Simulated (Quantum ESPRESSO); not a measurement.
Crystal: GaAs.

```
As Ga
1.0
     0.00000    2.82685    2.82685
     2.82685    0.00000    2.82685
     2.82685    2.82685    0.00000
As Ga
1 1
Cartesian
  4.2403 4.2403 4.2403
  0.0000 0.0000 0.0000
```

| Item | Value |
| --- | --- |
| Program | Quantum ESPRESSO 7.5 |
| Task | single point |
| Functional | PBE |
| Potentials or basis | SSSP 1.3 efficiency PBE |
| Cutoff | 952 eV |
| Density cutoff | 7619 eV |
| k mesh | 8 × 8 × 8 |
| Occupations | fermi-dirac, width 0.05 eV |
| Spin | no spin polarisation |

On this cell: pressure 3.3 GPa; largest force zero by symmetry; band gap on the k mesh 0.53 eV, direct.

The same run follows on a disturbed copy (atoms moved at random, drawn with an rms of 0.05 Å):

```
As Ga
1.0
     0.00000    2.82685    2.82685
     2.82685    0.00000    2.82685
     2.82685    2.82685    0.00000
As Ga
1 1
Cartesian
  4.2380 4.2893 4.2337
  -0.0317 -0.0308 0.0536
```

Task: What does the disturbed cell give?

Result: The energy moves by +24.3 meV/atom; pressure 3.6 GPa; largest force 0.902 eV/Å; band gap on the k mesh 0.21 eV, direct.

Forces on the atoms (eV/Å):
```
As  -0.155 -0.721  0.519
Ga   0.155  0.721 -0.519
```

Stress tensor (GPa, compression positive):
```
 3.74 -1.55  2.14
-1.55  3.52  0.48
 2.14  0.48  3.63
```

A k mesh can miss the band edges.
